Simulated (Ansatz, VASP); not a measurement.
## Two plane-wave programs on Ba

INCAR

```
PREC     = Accurate       # precision mode
ENCUT    = 520            # plane-wave cutoff, eV
EDIFF    = 1E-6           # SCF threshold, eV
ISMEAR   = 0              # smearing method
SIGMA    = 0.15           # smearing width, eV
LREAL    = F              # projectors in reciprocal space
LASPH    = T              # aspherical terms in the spheres
NELM     = 100            # most SCF steps
ALGO     = Fast           # electronic algorithm
ISIF     = 2              # what is computed and relaxed
LWAVE    = F              # write WAVECAR
LCHARG   = T              # write CHGCAR
GGA      = PS             # functional
LELF     = T              # ELF
LVHAR    = T            
NBANDS   = 11             # bands
```

KPOINTS

```
regular mesh
0
Gamma
  16 16 16
```

Contents of POSCAR:

```
Ba
1.0
   -2.2906508177      2.2906508177      2.9778460630
    2.2906508177     -2.2906508177      2.9778460630
    2.2906508177      2.2906508177     -2.9778460630
Ba
1
Direct
    0.0000000000      0.0000000000      0.0000000000
```

Input for Ansatz:

```yaml
crystal:
  lattice:
    - [-2.2906508177, 2.2906508177, 2.977846063]
    - [2.2906508177, -2.2906508177, 2.977846063]
    - [2.2906508177, 2.2906508177, -2.977846063]
  atoms:
    - { symbol: Ba, position: [0.0, 0.0, 0.0] }
basis:
  ecutwfc: 420
kpoints:
  mp_grid: { grid: [16, 16, 16] }
hamiltonian:
  xc: pbesol
scf:
  occupations: { method: gaussian, width: 0.15 }
output:
  forces: true
  stress: true
  eigenvalues: true
```

Alike in both runs: task single point; functional PBEsol; k mesh 16 × 16 × 16; occupations gaussian, width 0.15 eV; no spin polarisation.

|  | VASP | Ansatz |
| --- | --- | --- |
| version | VASP 6.6.1 | Ansatz 0.2.0 |
| potentials or method | VASP PAW PBE potentials, release 64 (Ba_sv) | scalar-relativistic, plane waves, PAW |
| plane-wave cutoff (eV) | 520 | 420 |
| valence electrons in the cell | 10 | 10 |

```tsv
	VASP	Ansatz	Ansatz less VASP
gap on the k mesh at the Fermi level (eV)	none	none	-
pressure (GPa)	-0.5	-0.5	-0.06
```

A gap of «none» marks a metal or a gap that the smearing closes. The functional is the same, so the differences come from potentials, cutoffs and numerics.

Caveats: the PAW data sets were made with another functional, which shifts forces and pressure a little (VASP). Spin-orbit coupling is left out, which matters for the levels of Ba.
